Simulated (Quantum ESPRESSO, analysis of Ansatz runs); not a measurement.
# SnO2 (P4_2/mnm), nudged elastic band: V_O hop (2.9 Å) (q = 0) (Quantum ESPRESSO), part 3 of 3

How high is the barrier when O changes place in SnO2 (P4_2/mnm)? The case: V_O hop (2.9 Å), charge 0, in a cell of 72 host atoms with 1 O taken out.

Quantum ESPRESSO 7.5; Quantum ESPRESSO plane-wave DFT, PBEsol, GBRV 1.5 PBEsol potentials; nudged elastic band between two relaxed defect structures.

So far: Starting point; Relaxation of the start point, charge 0; Relaxation of the end point, charge 0.

### 4. Nudged elastic band, charge 0

3 movable images are laid between the ends by interpolation. Each image feels the true force across the path and a spring force along it. The highest image is set to climb to the top of the path.

This step: Quantum ESPRESSO plane-wave DFT, PBEsol, GBRV 1.5 PBEsol potentials; nudged elastic band between two relaxed defect structures.

neb.in reads:

```
BEGIN
BEGIN_PATH_INPUT
&PATH
  restart_mode = 'from_scratch'
  string_method = 'neb'
  nstep_path = 45
  ds = 1.5
  opt_scheme = 'broyden'
  num_of_images = 5
  k_max = 0.3
  k_min = 0.2
  CI_scheme = 'auto'
  path_thr = 0.06
/
END_PATH_INPUT
BEGIN_ENGINE_INPUT
&CONTROL
  prefix = 'pwscf'
  outdir = './tmp'
  pseudo_dir = './pseudo'
  disk_io = 'low'
/
&SYSTEM
  ibrav = 0
  nat = 71
  ntyp = 2
  ecutwfc = 36
  ecutrho = 288
  nbnd = 313
  occupations = 'fixed'
  nosym = .true.
/
&ELECTRONS
  conv_thr = 7d-08
  electron_maxstep = 100
  mixing_beta = 0.5
/
ATOMIC_SPECIES
Sn   118.7100 sn_pbesol_v1.4.uspp.F.UPF
O     15.9990 o_pbesol_v1.2.uspp.F.UPF
CELL_PARAMETERS angstrom
   9.5066964961    0.0000000000    0.0000000000
   0.0000000000    9.5066964961    0.0000000000
   0.0000000000    0.0000000000    9.6255699527
BEGIN_POSITIONS
FIRST_IMAGE
ATOMIC_POSITIONS crystal
Sn     0.2487134892    0.2504473451    0.1662472802
Sn     0.0035209318   -0.0039291051   -0.0001486965
O      0.0964610472    0.4035497598    0.1663748157
O      0.4007693566    0.0964211311    0.1681355908
O      0.1527995120    0.1517487716   -0.0001059096
O      0.3471756116    0.3467704334   -0.0001257389
Sn     0.2480770429    0.2484422577    0.4998948739
Sn    -0.0037314432    0.0034588160    0.3318114608
O      0.0941013214    0.4001338842    0.4999158480
O      0.4008150232    0.0955507194    0.4998810459
O      0.1521181765    0.1532174891    0.3329617867
O      0.3442924299    0.3527490680    0.3361552182
Sn     0.2486317639    0.2504313496    0.8335210064
Sn    -0.0036878518    0.0034151783    0.6679465890
O      0.0965200034    0.4035934983    0.8334323875
O      0.4007388069    0.0964805592    0.8316215402
O      0.1520582831    0.1532469281    0.6668985873
O      0.3441915813    0.3527459220    0.6636392955
Sn     0.2507620085    0.7489307995    0.1668712374
Sn    -0.0013787191    0.5012200695   -0.0000930596
O      0.0984232487    0.9015523437    0.1701281182
O      0.4034583390    0.5959497857    0.1672178891
O      0.1533025081    0.6526154950   -0.0001324008
O      0.3471936563    0.8461530078   -0.0001406529
Sn     0.2389067487    0.7608616128    0.4999221385
Sn    -0.0005383871    0.4987704807    0.3334484143
O      0.0917580578    0.9083025632    0.4998547501
O      0.1611642829    0.6460826276    0.3372443117
O      0.3539632800    0.8381682098    0.3372394722
Sn     0.2507750781    0.7488565083    0.8328707412
Sn    -0.0005498822    0.4987074594    0.6663454076
O      0.0984182591    0.9015323476    0.8296083803
O      0.4034553149    0.5959342927    0.8326247199
O      0.1611747382    0.6459852286    0.6625060560
O      0.3539247385    0.8382776373    0.6625013002
Sn     0.7516529306    0.2478606530    0.1651847311
Sn     0.4984811894    0.0009800581   -0.0001293095
O      0.5990284279    0.4007357584    0.1623861212
O      0.9033593316    0.0961165393    0.1642267522
O      0.6525243839    0.1522153363   -0.0001585693
O      0.8476293273    0.3469687652   -0.0000683892
Sn     0.7492572547    0.2504644897    0.4998269346
Sn     0.5008933175    0.0002281550    0.3334419351
O      0.5916967638    0.4081269815    0.4998124500
O      0.9007145956    0.0986795999    0.4999063825
O      0.6501024763    0.1568060566    0.3329047117
O      0.8428784531    0.3494468034    0.3328150532
Sn     0.7517447542    0.2480423662    0.8345649302
Sn     0.5009443582    0.0003143455    0.6663268643
O      0.5989454864    0.4007597424    0.8373206536
O      0.9033464173    0.0961747055    0.8354775758
O      0.6502023348    0.1568690083    0.6668350882
O      0.8429754371    0.3493692811    0.6668339328
Sn     0.7491917440    0.7509815989    0.1662670625
Sn     0.4988601978    0.5008089532   -0.0001091107
O      0.5963009420    0.9033919457    0.1663846003
O      0.9029666917    0.5987187448    0.1681402786
O      0.6527266201    0.6526253358   -0.0001296570
O      0.8480847901    0.8465621880   -0.0001263653
Sn     0.7511999186    0.7516443270    0.4998731413
Sn     0.5062393414    0.4934621430    0.3249250100
O      0.5997697557    0.9058309207    0.4998760705
O      0.9038837614    0.5986556754    0.4999095404
O      0.6467533351    0.6556217782    0.3360385084
O      0.8467565118    0.8473503901    0.3328669127
Sn     0.7492352220    0.7510027576    0.8334701099
Sn     0.5061851611    0.4934407298    0.6747604748
O      0.5962120505    0.9033198495    0.8333853102
O      0.9030103882    0.5987046356    0.8315630779
O      0.6467240090    0.6555443161    0.6636960469
O      0.8467124954    0.8473955061    0.6668358829
INTERMEDIATE_IMAGE
ATOMIC_POSITIONS crystal
Sn     0.2471456922    0.2486832040    0.1641944086
Sn     0.0019978095   -0.0034637680   -0.0004798281
[... 69 atom lines left out ...]
INTERMEDIATE_IMAGE
ATOMIC_POSITIONS crystal
Sn     0.2456481227    0.2470066439    0.1622439508
Sn     0.0005176773   -0.0030176593   -0.0008038938
[... 69 atom lines left out ...]
INTERMEDIATE_IMAGE
ATOMIC_POSITIONS crystal
Sn     0.2441493325    0.2453298968    0.1603025340
Sn    -0.0009636322   -0.0025905924   -0.0011291373
[... 69 atom lines left out ...]
LAST_IMAGE
ATOMIC_POSITIONS crystal
Sn     0.2425886124    0.2435830657    0.1582811575
Sn    -0.0024976404   -0.0021244302   -0.0014700713
[... 4 atom lines left out ...]
Sn     0.2425487906    0.2435530133    0.5081288720
[... 1 atom line left out ...]
O      0.1021183843    0.4056230072    0.4970542504
[... 2 atom lines left out ...]
O      0.3948748406    0.5874250659    0.4957021783
[... 5 atom lines left out ...]
O      0.3456589731    0.3459858453    0.6658690143
[... 3 atom lines left out ...]
O      0.3952843849    0.5878559195    0.1705465615
[... 2 atom lines left out ...]
Sn     0.2482030847    0.7498477505    0.4996472462
[... 2 atom lines left out ...]
O      0.1493984893    0.6555574924    0.3330936706
[... 9 atom lines left out ...]
O      0.5882531164    0.3964530128    0.1706189478
[... 5 atom lines left out ...]
O      0.5885252017    0.3961450095    0.4959936693
[... 16 atom lines left out ...]
Sn     0.5105150031    0.5106723885    0.3333000274
[... 2 atom lines left out ...]
O      0.6569917865    0.6587991386    0.3331674161
[... 2 atom lines left out ...]
Sn     0.4985349774    0.4988731536    0.6661290346
[... 3 atom lines left out ...]
O      0.8458950500    0.8462943793    0.6689279812
END_POSITIONS
K_POINTS gamma
END_ENGINE_INPUT
END
```

Command:

```
OMP_NUM_THREADS=1 mpirun -n 4 neb.x -ni 2 -inp neb.in > neb.out
```

The log of the run:

```text
[shortened: banners, details of potentials and solvers, and blank lines are left out]
[banner, memory and clock lines left out]
     path-images division:  nimage    =       2
     initial path length           =  5.3120 bohr
     initial inter-image distance  =  1.3280 bohr
     string_method                 =    neb
     restart_mode                  =    from_scratch
     opt_scheme                    =    broyden
     num_of_images                 =    5
     nstep_path                    =    45
     CI_scheme                     =    auto
     first_last_opt                =    F
     use_freezing                  =    F
     ds                            =    1.5000 a.u.
     k_max                         =    0.3000 a.u.
     k_min                         =    0.2000 a.u.
     path_thr                      =    0.0600 eV / A
     ------------------------------ iteration   1 ------------------------------
     activation energy (->) =   2.985893 eV
     activation energy (<-) =   2.984693 eV
     image        energy (eV)        error (eV/A)        frozen
         1     -72524.1194809            0.025571            T
         2     -72522.4488315            5.569945            F
         3     -72521.1335881            8.671487            F
         4     -72522.4859970            5.963350            F
         5     -72524.1182816            0.029027            T
     climbing image =  3
     path length          =  5.312 bohr
     inter-image distance =  1.328 bohr
     ------------------------------ iteration   2 ------------------------------
     activation energy (->) =   2.110339 eV
     activation energy (<-) =   2.109139 eV
     image        energy (eV)        error (eV/A)        frozen
         1     -72524.1194809            0.025571            T
         2     -72522.9484034            1.371305            F
         3     -72522.0091423            3.229275            F
         4     -72523.0062095            1.799483            F
         5     -72524.1182816            0.029027            T
     climbing image =  3
     path length          =  5.448 bohr
[...]
------------------------------ iteration   3 ------------------------------
     activation energy (->) =   1.739096 eV
     activation energy (<-) =   1.737897 eV
     image        energy (eV)        error (eV/A)        frozen
         1     -72524.1194809            0.025571            T
         2     -72523.0487724            0.926373            F
         3     -72522.3803848            1.006832            F
         4     -72523.1204253            0.910746            F
         5     -72524.1182816            0.029027            T
     climbing image =  3
     path length          =  5.435 bohr
[...]
------------------------------ iteration   4 ------------------------------
     activation energy (->) =   1.576728 eV
     activation energy (<-) =   1.575529 eV
     image        energy (eV)        error (eV/A)        frozen
         1     -72524.1194809            0.025571            T
         2     -72523.1018137            0.398987            F
         3     -72522.5427524            0.540243            F
         4     -72523.1890784            0.426545            F
         5     -72524.1182816            0.029027            T
     climbing image =  3
     path length          =  5.508 bohr
[...]
------------------------------ iteration   5 ------------------------------
     activation energy (->) =   1.468885 eV
     activation energy (<-) =   1.467685 eV
     image        energy (eV)        error (eV/A)        frozen
         1     -72524.1194809            0.025571            T
         2     -72523.1454411            0.269848            F
         3     -72522.6505963            0.340760            F
         4     -72523.2565966            0.242454            F
         5     -72524.1182816            0.029027            T
     climbing image =  3
     path length          =  5.592 bohr
[...]
------------------------------ iteration   6 ------------------------------
     activation energy (->) =   1.401113 eV
     activation energy (<-) =   1.399914 eV
     image        energy (eV)        error (eV/A)        frozen
         1     -72524.1194809            0.025571            T
         2     -72523.1780124            0.170394            F
         3     -72522.7183676            0.222160            F
         4     -72523.3160373            0.170041            F
         5     -72524.1182816            0.029027            T
     climbing image =  3
     path length          =  5.682 bohr
[...]
------------------------------ iteration   7 ------------------------------
     activation energy (->) =   1.357569 eV
     activation energy (<-) =   1.356370 eV
     image        energy (eV)        error (eV/A)        frozen
         1     -72524.1194809            0.025571            T
         2     -72523.1933908            0.156076            F
         3     -72522.7619116            0.159096            F
         4     -72523.3597952            0.145027            F
         5     -72524.1182816            0.029027            T
     climbing image =  3
     path length          =  5.830 bohr
[...]
------------------------------ iteration   8 ------------------------------
     activation energy (->) =   1.351428 eV
     activation energy (<-) =   1.350229 eV
     image        energy (eV)        error (eV/A)        frozen
         1     -72524.1194809            0.025571            T
         2     -72523.1964703            0.088945            F
         3     -72522.7680529            0.113357            F
         4     -72523.3635145            0.121377            F
         5     -72524.1182816            0.029027            T
     climbing image =  3
     path length          =  5.808 bohr
[...]
------------------------------ iteration   9 ------------------------------
     activation energy (->) =   1.342313 eV
     activation energy (<-) =   1.341114 eV
     image        energy (eV)        error (eV/A)        frozen
         1     -72524.1194809            0.025571            T
         2     -72523.2010120            0.071697            F
         3     -72522.7771679            0.089301            F
         4     -72523.3718935            0.097971            F
         5     -72524.1182816            0.029027            T
     climbing image =  3
     path length          =  5.828 bohr
[...]
------------------------------ iteration  10 ------------------------------
     activation energy (->) =   1.325038 eV
     activation energy (<-) =   1.323839 eV
     image        energy (eV)        error (eV/A)        frozen
         1     -72524.1194809            0.025571            T
         2     -72523.2100994            0.084050            F
         3     -72522.7944428            0.065558            F
         4     -72523.3843467            0.069245            F
         5     -72524.1182816            0.029027            T
     climbing image =  3
     path length          =  5.899 bohr
[...]
------------------------------ iteration  11 ------------------------------
     activation energy (->) =   1.323212 eV
     activation energy (<-) =   1.322012 eV
     image        energy (eV)        error (eV/A)        frozen
         1     -72524.1194809            0.025571            T
         2     -72523.2132900            0.044998            F
         3     -72522.7962691            0.052951            F
         4     -72523.3859797            0.054305            F
         5     -72524.1182816            0.029027            T
     climbing image =  3
     path length          =  5.903 bohr
     inter-image distance =  1.476 bohr
     neb: convergence achieved in  11 iterations
```

Wall time 56 min (4 MPI ranks of Arm Neoverse V1, shared host); peak memory 2.6 GiB; 3.7 h of CPU time.

Images along the path:

| image | path (Å) | energy (eV) | O12: x, y, z (Å) |
| --- | --- | --- | --- |
| 0 | 0.000 | 0.0000 | 3.273, 3.353, 3.236 |
| 1 | 0.863 | 0.9062 | 3.174, 3.961, 3.715 |
| 2 | 1.574 | 1.3232 | 3.285, 4.411, 4.208 |
| 3 | 2.273 | 0.7335 | 3.433, 4.962, 4.527 |
| 4 | 3.124 | 0.0012 | 3.754, 5.584, 4.771 |

This step gave:

- barrier forward: 1.323 eV
- barrier backward: 1.322 eV
- end less start: 0.001199 eV
- hop length: 2.751 Å

The band met its tolerance of 0.06 eV/Å after 11 iterations, with image 2 on top (the start counts as 0). O12, which moves farthest between the ends, has 3 Sn at 2.04 to 2.11 Å nearest at the start and 2 Sn at 1.97 to 2.18 Å at the top.

### 5. What came out

```json
{
 "barrier forward": "1.32 eV",
 "barrier backward": "1.32 eV",
 "end less start": "0.00 eV",
 "hop length": "2.75 Å",
 "band iterations, as the log counts them": "11"
}
```

What this shows: The top of the band lies 1.32 eV above the start and 1.32 eV above the end. With an assumed prefactor of 1e13 per second it gives one hop a second along this one path at about 510 K; whether such hops link up through the crystal wasn't checked. The order of the top as a saddle was not checked for all atoms, so a bent path could be lower. What this leaves open: sampling at the zone centre alone can move energies of charged and open-shell states by tenths of an eV or more in cells of this size; spin–orbit coupling, which can matter with heavy atoms, is left out. The cutoff of 36 Ry is under the 40 Ry advised for these potentials.

[Logs are printed without paths, hosts, clocks, repeated set-up lines and the standing remarks that a program may print on its own settings, such as how far it seeks lower states.]

[Hosts, paths, dates, database ids (printed as entryN), source tags and the programs' standing remarks are cut or masked in the printed files.]
